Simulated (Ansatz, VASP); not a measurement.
**GaSb in two plane-wave programs**

Aim: how closely do two programs agree when they are given the same cell, functional and k mesh?

Method: plane waves, with VASP 6.6.1 beside it; band structure at LDA, in Ansatz 0.2.0.

The database entry behind the starting cell differs from later determinations by our own check (about 0.4 % long), so it need not match the best structure at ambient conditions.

**1. Starting point**

It takes space group F-43m (No. 216, cubic). The conventional cell has a = 6.118 Å, b = 6.118 Å, c = 6.118 Å, α = 90.00°, β = 90.00°, γ = 90.00°. Sb has 4 Ga at 2.65 Å nearest. Ga has 4 Sb at 2.65 Å nearest. Farther neighbours are not listed.

Structure file:

```
Sb Ga
1.0
     0.00000    3.05900    3.05900
     3.05900    0.00000    3.05900
     3.05900    3.05900    0.00000
Sb Ga
1 1
Direct
  0.75000 0.75000 0.75000
  0.00000 0.00000 0.00000
```

**2. VASP: band structure, LDA**

With cell and atoms fixed, the geometry can't cause a difference; cores, projectors, grids and the points listed under the comparison can.

Lines of VASP's logs that name or quote its potential files are left out, and so is its time.

INCAR

```
SYSTEM = GaSb
PREC = Accurate
ENCUT = 430
EDIFF = 1E-08
NELM = 100
ISMEAR = 0
SIGMA = 0.01
LREAL = .FALSE.
ALGO = Normal
GGA = CA
NBANDS = 20
LORBIT = 11
LWAVE = .TRUE.
LCHARG = .FALSE.
KPAR = 4
```

POSCAR

```
GaSb
1.0
    0.0000000000      3.0590000000      3.0590000000
    3.0590000000      0.0000000000      3.0590000000
    3.0590000000      3.0590000000      0.0000000000
Sb Ga
1 1
Direct
    0.7500000000      0.7500000000      0.7500000000
    0.0000000000      0.0000000000      0.0000000000
```

KPOINTS

```
Automatic mesh
0
Gamma
6 6 6
0 0 0
```

KPOINTS_OPT

```
Line mode
12
Line-mode
Reciprocal
  0.00000000   0.00000000   0.00000000 GAMMA
  0.50000000   0.00000000   0.50000000 X

  0.50000000   0.00000000   0.50000000 X
  0.50000000   0.25000000   0.75000000 W

  0.50000000   0.25000000   0.75000000 W
  0.37500000   0.37500000   0.75000000 K

  0.37500000   0.37500000   0.75000000 K
  0.00000000   0.00000000   0.00000000 GAMMA

  0.00000000   0.00000000   0.00000000 GAMMA
  0.50000000   0.50000000   0.50000000 L

  0.50000000   0.50000000   0.50000000 L
  0.62500000   0.25000000   0.62500000 U

  0.62500000   0.25000000   0.62500000 U
  0.50000000   0.25000000   0.75000000 W

  0.50000000   0.25000000   0.75000000 W
  0.50000000   0.50000000   0.50000000 L

  0.50000000   0.50000000   0.50000000 L
  0.37500000   0.37500000   0.75000000 K

  0.62500000   0.25000000   0.62500000 U
  0.50000000   0.00000000   0.50000000 X
```

Potentials, in the order of the species: Sb_d_GW and Ga_d_GW (LDA family, release 64).

The run is started by

```bash
> mpirun -np 4 vasp_std
```

Numbers of over 12 decimals in the logs are rounded to 6 here.

The program printed:

```text
[banner, memory and clock lines left out]
running    4 mpi-ranks, on    1 nodes
 distrk:  each k-point on    1 cores,    4 groups
 distr:  one band on    1 cores,    1 groups

 POSCAR found type information on POSCAR SbGa
 POSCAR found :  2 types and       2 ions
 LDA part: xc-table for (Slater(with rela. corr.)+CA(PZ))
 , standard interpolation
 POSCAR, INCAR and KPOINTS ok, starting setup
 FFT: planning ... GRIDC
 FFT: planning ... GRID_SOFT
 FFT: planning ... GRID
 WAVECAR not read
 entering main loop
       N       E                     dE             d eps       ncg     rms          rms(c)
DAV:   1     0.234413151552E+03    0.23441E+03   -0.11476E+04   872   0.129E+04
DAV:   2     0.187939428529E+02   -0.21562E+03   -0.20983E+03  1040   0.130E+03
DAV:   3    -0.751212681317E+01   -0.26306E+02   -0.26163E+02  1060   0.214E+02
DAV:   4    -0.869708678874E+01   -0.11850E+01   -0.11836E+01  1028   0.324E+01
DAV:   5    -0.876586451417E+01   -0.68778E-01   -0.68766E-01   920   0.778E+00    0.391E+00
DAV:   6    -0.867844271758E+01    0.87422E-01   -0.16461E-01  1080   0.834E+00    0.234E+00
DAV:   7    -0.864023382240E+01    0.38209E-01   -0.43072E-02   992   0.455E+00    0.347E-01
DAV:   8    -0.863998419921E+01    0.24962E-03   -0.25565E-03  1064   0.685E-01    0.753E-02
DAV:   9    -0.864008657518E+01   -0.10238E-03   -0.22386E-04   988   0.357E-01    0.158E-02
DAV:  10    -0.864009205637E+01   -0.54812E-05   -0.21494E-05   872   0.954E-02    0.584E-03
DAV:  11    -0.864009367181E+01   -0.16154E-05   -0.28603E-06  1060   0.271E-02    0.203E-03
DAV:  12    -0.864009373315E+01   -0.61344E-07   -0.35012E-07   932   0.277E-02    0.701E-04
DAV:  13    -0.864009372479E+01    0.83628E-08   -0.25406E-08   544   0.537E-03
   1 F= -.86400937E+01 E0= -.86400580E+01  d E =-.714177E-04
 Start KPOINTS_OPT (optional k-point list driver)
k-point batch [1-16\120]
       N       E                     dE             ncg
DAV:   1    -0.225064139447E+04   -0.10977E+05      868
DAV:   2    -0.560243372892E+04   -0.33518E+04     1072
DAV:   3    -0.598637493072E+04   -0.38394E+03     1136
DAV:   4    -0.600167205487E+04   -0.15297E+02      984
DAV:   5    -0.600237869673E+04   -0.70664E+00      952
DAV:   6    -0.600243678086E+04   -0.58084E-01     1016
DAV:   7    -0.600243869411E+04   -0.19132E-02      976
DAV:   8    -0.600243872261E+04   -0.28506E-04     1032
DAV:   9    -0.600243872348E+04   -0.86848E-06      980
DAV:  10    -0.600243872349E+04   -0.10788E-07      564
DAV:  11    -0.600243872349E+04   -0.21191E-08      508
[...]
k-point batch [113-120\120]
       N       E                     dE             ncg
DAV:   1     0.568360049255E+04   -0.78129E+04      416
DAV:   2     0.396920585136E+04   -0.17144E+04      528
DAV:   3     0.376290784227E+04   -0.20630E+03      568
DAV:   4     0.375526347250E+04   -0.76444E+01      492
DAV:   5     0.375493648899E+04   -0.32698E+00      452
DAV:   6     0.375489006379E+04   -0.46425E-01      544
DAV:   7     0.375488929043E+04   -0.77336E-03      444
DAV:   8     0.375488927085E+04   -0.19582E-04      552
DAV:   9     0.375488927055E+04   -0.30040E-06      460
DAV:  10     0.375488927054E+04   -0.75852E-08      280
 writing wavefunctions
```

Parts of OUTCAR (step 2):

```text
ion  position               nearest neighbor table
   1  0.750  0.750  0.750-   2 2.65   2 2.65   2 2.65   2 2.65
   2  0.000  0.000  0.000-   1 2.65   1 2.65   1 2.65   1 2.65

  LATTYP: Found a face centered cubic cell.
 ALAT       =     6.1180000000

 Subroutine GETGRP returns: Found 24 space group operations
 (whereof 24 operations were pure point group operations)

The static configuration has the point symmetry T_d .

 Found     16 irreducible k-points:

   k-points           NKPTS =     16   k-points in BZ     NKDIM =     16   number of bands    NBANDS=     20

   dimension x,y,z NGX =    30 NGY =   30 NGZ =   30
   dimension x,y,z NGXF=    60 NGYF=   60 NGZF=   60

   ENCUT  =  430.0 eV  31.60 Ry    5.62 a.u.   7.31  7.31  7.31*2*pi/ulx,y,z

   NELECT =      28.0000    total number of electrons

 k-points in reciprocal lattice and weights: Automatic mesh
   0.00000000  0.00000000  0.00000000       0.005
   0.16666667  0.00000000  0.00000000       0.037
   0.33333333  0.00000000  0.00000000       0.037
   0.50000000  0.00000000  0.00000000       0.019
   0.16666667  0.16666667  0.00000000       0.028
   0.33333333  0.16666667  0.00000000       0.111
   0.50000000  0.16666667  0.00000000       0.111
  -0.33333333  0.16666667  0.00000000       0.111
  -0.16666667  0.16666667  0.00000000       0.056
[...]
-0.33333333  0.33333333  0.16666667       0.111
  -0.33333333  0.50000000  0.16666667       0.056

 average (electrostatic) potential at core
       1 -83.4522       2 -67.9872

 E-fermi :   3.5527

 k-point     1 :       0.0000    0.0000    0.0000
  band No.  band energies     occupation
    ...
     11      -7.9665      2.00000
     12       3.4190      2.00000
     13       3.5497      1.33334
     14       3.5497      1.33334
     15       3.5497      1.33333
     16       6.3155      0.00000
     17       6.3155      0.00000
     18       6.3155      0.00000
     19       9.1640      0.00000
     20      12.3745      0.00000

 k-point     2 :       0.1667    0.0000    0.0000
  band No.  band energies     occupation
    ...
     10     -11.5364      2.00000
     11      -7.6854      2.00000
     12       0.7930      2.00000
     13       3.1481      2.00000
     14       3.1481      2.00000
     15       4.4657      0.00000
     16       6.8557      0.00000
     17       6.8557      0.00000
     18       7.4263      0.00000
     19      10.4374      0.00000
    ...

 k-point     3 :       0.3333    0.0000    0.0000
  band No.  band energies     occupation
    ...
     10     -11.5366      2.00000
     11      -6.9365      2.00000
     12      -1.6637      2.00000
     13       2.6064      2.00000
     14       2.6064      2.00000
     15       4.0414      0.00000
     16       7.3049      0.00000
     17       7.3049      0.00000
     18       9.8694      0.00000
     19      10.4524      0.00000
    ...

  Total       -0.6114008     -0.6114008     -0.6114008      0.0000000      0.0000000      0.0000000
  in kB      -17.1107164    -17.1107164    -17.1107164      0.0000000      0.0000000      0.0000000
  external PRESSURE =     -17.1107164 kB  Pullay stress =       0.0000000 kB

  energy-cutoff  :      430.00
  volume of cell :       57.25
      direct lattice vectors                 reciprocal lattice vectors
     0.000000000  3.059000000  3.059000000    -0.163452109  0.163452109  0.163452109
     3.059000000  0.000000000  3.059000000     0.163452109 -0.163452109  0.163452109
     3.059000000  3.059000000  0.000000000     0.163452109  0.163452109 -0.163452109

 POSITION                                       TOTAL-FORCE (eV/Angst)
 -----------------------------------------------------------------------------------
      4.58850      4.58850      4.58850         0.000000      0.000000      0.000000
      0.00000      0.00000      0.00000        -0.000000     -0.000000     -0.000000
 -----------------------------------------------------------------------------------
    total drift:                               -0.000000     -0.000000     -0.000000

  FREE ENERGIE OF THE ION-ELECTRON SYSTEM (eV)
  ---------------------------------------------------
  free  energy   TOTEN  =        -8.6400937248 eV

  energy  without entropy=       -8.6400223070  energy(sigma->0) =       -8.64005802

 total charge
# of ion       s       p       d       f       tot
--------------------------------------------------
    1        1.245   1.587   9.986   0.008  12.827
    2        0.914   0.768   9.916   0.000  11.597
--------------------------------------------------
tot          2.159   2.354  19.902   0.008  24.424

[... 3 further parts left out ...]
```

The run ends at a pressure of -1.71 GPa.

**3. Ansatz: band structure, LDA**

Ansatz runs on its default PAW (the set named soft_2) files.

The same cell, functional (in two slightly different forms), mesh and smearing now go to Ansatz, which takes its cutoff from its data sets.

input.yaml

```yaml
crystal:
  lattice:
    - [0.0, 3.059, 3.059]
    - [3.059, 0.0, 3.059]
    - [3.059, 3.059, 0.0]
  atoms:
    - { symbol: Sb, position: [0.75, 0.75, 0.75] }
    - { symbol: Ga, position: [0.0, 0.0, 0.0] }
hamiltonian:
  xc: lda
  pseudopotentials: { kind: paw }
kpoints:
  mp_grid: { grid: [6, 6, 6] }
  band_path:
    path:
      - [0.0, 0.0, 0.0]
      - [0.18182, 0.0, 0.18182]
      - [0.36364, 0.0, 0.36364]
      - [0.5, 0.0, 0.5]
      - [0.5, 0.09091, 0.59091]
      - [0.5, 0.18182, 0.68182]
      - [0.5, 0.25, 0.75]
      - [0.45455, 0.29545, 0.75]
      - [0.40909, 0.34091, 0.75]
      - [0.375, 0.375, 0.75]
      - [0.20455, 0.20455, 0.40909]
      - [0.06818, 0.06818, 0.13636]
      - [0.04545, 0.04545, 0.04545]
      - [0.22727, 0.22727, 0.22727]
      - [0.40909, 0.40909, 0.40909]
      - [0.51136, 0.47727, 0.51136]
      - [0.55682, 0.38636, 0.55682]
      - [0.60227, 0.29545, 0.60227]
      - [0.61364, 0.25, 0.63636]
      - [0.56818, 0.25, 0.68182]
      - [0.51136, 0.25, 0.73864]
      - [0.5, 0.29545, 0.70455]
      - [0.5, 0.38636, 0.61364]
      - [0.5, 0.47727, 0.52273]
      - [0.47727, 0.47727, 0.54545]
      - [0.43182, 0.43182, 0.63636]
      - [0.38636, 0.38636, 0.72727]
      - [0.60227, 0.20455, 0.60227]
      - [0.55682, 0.11364, 0.55682]
      - [0.5, 0.0, 0.5]
    npoints: 1
scf:
  occupations: { method: gaussian, width: 0.01 }
  n_extra_bands: 7
output:
  forces: true
  stress: true
  eigenvalues: true
  write_density: true
  write_potential: true
  elf: true
  volumetric_format: npy
```

The run is started by

```bash
> ansatz run input.yaml --threads 2 --pin off --max-ram 4608MiB --backend cpu --events-out ev --progress --plain --runs-dir out
```

The program printed:

```text
scf.n_extra_bands = 7 over 14 filled bands (N_el = 28.0): the run solves 21 bands
Engine: ansatz 0.2.0, aarch64-unknown-linux-gnu
Pseudopotentials: kind: paw
Pseudopotential: Sb, paw, valence charge 15, recommended cutoff 420 eV (normal), Sb.paw.azcp
Pseudopotential: Ga, paw, valence charge 13, recommended cutoff 420 eV (normal), Ga.paw.azcp
Functional definition: SPW92
  exchange = slater_x
  correlation = pw_c
Crystal: 2 atoms, lattice volume = 57.249 Å³
Basis set: ecut = 420 eV, 1139 PW (Γ)
Bands: 21, of which v1, the nominal top of the filled ones, is band 14 counted from 1 (13 counted from 0)
Symmetry: 24 space group operations
Space group: F-43m (ITA 216), of the structure as read, at distance tolerance 3.9e-5 Å
k-points: 16 of 216 (time reversal used)
Non-local potential: Sb, projectors of the file, l = 0: 2, l = 1: 2, l = 2: 2, l = 3: 2
Non-local potential: Ga, projectors of the file, l = 0: 2, l = 1: 2, l = 2: 3, l = 3: 1
PAW form: soft (Blöchl's): semilocal exchange-correlation on the pseudo side does not see the compensation charge
PAW frozen core: Sb, regenerated for the run's functional, and the local potential with it (the file was generated under x = pbe(κ = 0.804, μ = 0.219515), c = pbe(β = 0.066725))
PAW frozen core: Ga, regenerated for the run's functional, and the local potential with it (the file was generated under x = pbe(κ = 0.804, μ = 0.219515), c = pbe(β = 0.066725))
PAW one-centre angular grid: Sb, 590 points (default); XC on 64 Gauss nodes
PAW one-centre angular grid: Ga, 590 points (default); XC on 64 Gauss nodes
Initial density: superposition of atomic densities (neutral atoms: chi_scale 0, normalization atom), corrected by the library's trained network
Initial wavefunctions: pseudopotential atomic-orbital guess
Functional: x = slater, c = lda
SCF iter   1: F=—  HF=-10043.012677 eV  |F-HF|=—  |Δ(HF+E_count)|=         —  Δρ=5.51e-3  dr2=7.74e-3  ethr=1.77e-3  ⟨swp⟩=6.4  Hψ=1804  notcnv=0
preconditioner: auto → LDOS  [insulator: Δε(μ)=0.266 eV  Ē_g=16.767 eV  σ=0.010 eV  W_gap=0.66  n_scr=14 (ndim 8)  ℏωp=20.8 eV  f_vac=0.091  D(μ)=1.43/eV (n_scr^D=14)  ε∞_Penn≈2.5  β→1.0]
SCF iter   2: F=—  HF=-10043.009513 eV  |F-HF|=—  |Δ(HF+E_count)|=   3.16e-3  Δρ=1.38e-3  dr2=6.93e-4  ethr=2.76e-5  ⟨swp⟩=3.0  Hψ=819  notcnv=0  defer=38
SCF iter   3: F=—  HF=-10043.009061 eV  |F-HF|=—  |Δ(HF+E_count)|=   4.52e-4  Δρ=7.13e-4  dr2=1.55e-4  ethr=2.48e-6  ⟨swp⟩=2.1  Hψ=597  notcnv=0  defer=38
SCF iter   4: F=—  HF=-10043.008944 eV  |F-HF|=—  |Δ(HF+E_count)|=   1.18e-4  Δρ=1.73e-4  dr2=1.51e-5  ethr=5.53e-7  ⟨swp⟩=2.0  Hψ=509  notcnv=0  defer=38
SCF iter   5: F=—  HF=-10043.008934 eV  |F-HF|=—  |Δ(HF+E_count)|=   1.00e-5  Δρ=2.21e-5  dr2=2.69e-7  ethr=5.38e-8  ⟨swp⟩=2.0  Hψ=523  notcnv=0  defer=38
SCF iter   6: F=-10043.008934 eV  HF=-10043.008934 eV  |F-HF|=1.81e-8  |Δ(HF+E_count)|=   1.50e-8  Δρ=7.10e-6  dr2=2.41e-8  ethr=3.57e-10  ⟨swp⟩=12.6  Hψ=2425  notcnv=0
SCF 1 converged in 6 iterations: F = -10043.008934 eV  dr2 = 2.41e-8
  greatest PAW one-centre occupation: 0.998 electrons in one spin orbital (limit 2), on the Sb atom at site 0 (counted from 0), in its partial waves of l = 2
NSCF: frozen V_eff on 30 k-points
SCF converged after 6 iterations
Free energy (F): -10043.008934 eV
Harris-Foulkes:  -10043.008934 eV  (|F-HF|=1.81e-8)
Internal energy: -10043.008862 eV  (E = F + TS)
E sigma→0 (E₀):  -10043.008898 eV
Entropy (-TS):   -0.000071 eV (-0.036 meV/atom)
Fermi energy:    7.396951 eV
--- Per-component energies (eV) ---
  E_band       = -270.260202
  E_kinetic    = 324.839499
  E_local      = -3923.581370  (includes V_loc(G=0)·N_el)
  E_nonlocal   = 793.176697
  E_hartree    = 1800.663057
  E_xc         = -206.540648
  E_vxc        = -155.763751  (∫ρ·V_xc dr)
  E_paw        = -6339.934156  (= ΣΔE_a)
  E_vpaw       = -910.258249  (= ΣTr[D̂ρ^β])
  E_aug_tail   = -0.000107  (compensation charges beyond the density's cutoff)
  E_ewald      = -2493.919138
  E_core_change = 2.287303  (= ΣΔE_core)
  E_smearing   = -0.000071  (= −TS)
  E_closure    = 0.000000  (closes the sum)
  Σ components = -10043.008934   (vs F -10043.008934, Δ=0.00e0)
--- Forces (eV/Å), atoms counted from 1 ---
  atom   1  Sb     0.00000000     0.00000000     0.00000000
  atom   2  Ga    -0.00000000    -0.00000000    -0.00000000
  max |Σ_I F_I| component: 1.85e-17 eV/Å
--- Stress (GPa, compression-positive) ---
       -1.645011       0.000000      -0.000000
        0.000000      -1.645011       0.000000
       -0.000000       0.000000      -1.645011
  P = ⅓ Tr σ = -1.6450 GPa (-16.450 kbar)
--- Band table (eV; the first three rows and the last of 16) ---
  k-point 0: bands = [... 10 lower, -4.1443, 7.2135, 7.3939, 7.3939, 7.3939, 10.1625, 10.1625, 10.1625, ... 3 higher]
  k-point 1: bands = [... 10 lower, -3.8634, 4.6198, 6.9929, 6.9929, 8.2878, 10.7021, 10.7021, 11.2611, ... 3 higher]
  k-point 2: bands = [... 10 lower, -3.1161, 2.1694, 6.4515, 6.4515, 7.8643, 11.1518, 11.1518, 13.7099, ... 3 higher]
  k-point 15: bands = [... 10 lower, -1.6854, 0.6452, 4.2062, 4.3800, 9.8949, 10.1547, 13.4197, 13.4511, ... 3 higher]
```

The job ended after 1.7 s (2 threads of Arm Neoverse V2, shared host; peak memory 0.31 GiB; 3.1 s of CPU time).

The column dr2 measures how far the density is from self-consistency, as an energy; F and HF (Harris–Foulkes) agree once it is small.

**4. Side by side**

Known differences besides the potentials themselves: the two LDA forms differ slightly; the cutoff is 420 eV in Ansatz and 430 eV in VASP; VASP's log shows a relativistic correction to its local exchange, Ansatz's none. Total energies have different zeros and are not compared.

Levels from 3 eV below to 2 eV above the Fermi level differ by 10 meV r.m.s. and 50 meV at most; each VASP level is matched to the nearest of Ansatz, which flatters the figure a little. Not compared: the pressure (VASP's GW data sets at this cutoff don't carry it).

**5. Results**

| Quantity | Value |
| --- | --- |
| r.m.s. difference of levels near the Fermi level (band structure, LDA) | 10 meV |

What this shows: The r.m.s. difference of levels near the Fermi level is 10 meV (band structure, LDA), within the 80 meV picked in this series as the mark of a large difference. Such differences can come from data sets, numerical settings and the points named under the comparisons, not from the functional's error against experiment.

[Lines on the potential files, build, host, timing and source positions are cut from VASP's logs without a mark.]

[Logs are printed without paths, hosts, clocks, repeated set-up lines and the standing remarks that a program may print on its own settings, such as how far it seeks lower states.]

[Hosts, paths, dates, database ids (printed as entryN), source tags and the programs' standing remarks are cut or masked in the printed files.]
